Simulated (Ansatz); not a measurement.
**TaS2: equation of state with revPBE+U**

The system is TaS2.

```
Ta S
1.0
     3.35000    0.00000    0.00000
    -1.67500    2.90119    0.00000
     0.00000    0.00000    5.86000
Ta S
1 2
Direct
  0.00000 0.00000 0.00000
  0.66667 0.33333 0.75000
  0.33333 0.66667 0.25000
```

```
Program                  : Ansatz 0.2.0
Task                     : equation of state
Functional               : revPBE
Potentials or basis      : all-electron LAPW, inner shells corrected to Dirac's equation
Basis error allowed      : 0.001 eV/atom
k mesh                   : 9 × 9 × 5
Occupations              : cold, width 0.15 eV
Spin                     : no spin polarisation
Hubbard terms            : Ta d U = 1 eV
Start of the occupations : auto
Double counting          : fll
Hubbard projectors       : atomic
```

* Equilibrium volume: 20.50 Å³/atom (rough: see the caveat)
* Bulk modulus at fixed shape and positions: 116 GPa (rough)

Energy against volume, from the lowest point:
```csv
volume (Å³/atom),energy (meV/atom)
17.845,154.95
18.225,109.09
18.605,72.28
18.984,43.70
19.364,22.57
19.744,8.21
20.123,0.00
```

All runs of the series together: 2.3 min on 2 threads of Arm Neoverse V1, with other jobs on the host.

Caveat: the minimum lies outside the volumes run; U is the effective U less J, on atomic orbitals that reach past the spheres; the cell was scaled at fixed shape and fractional positions, which overstates the stiffness of a crystal with free parameters, most of all of layers and chains; this functional lacks dispersion, which binds the layers, so the pressure and a relaxed spacing across them are unreliable. Spin-orbit coupling is left out, which matters for the levels of Ta.
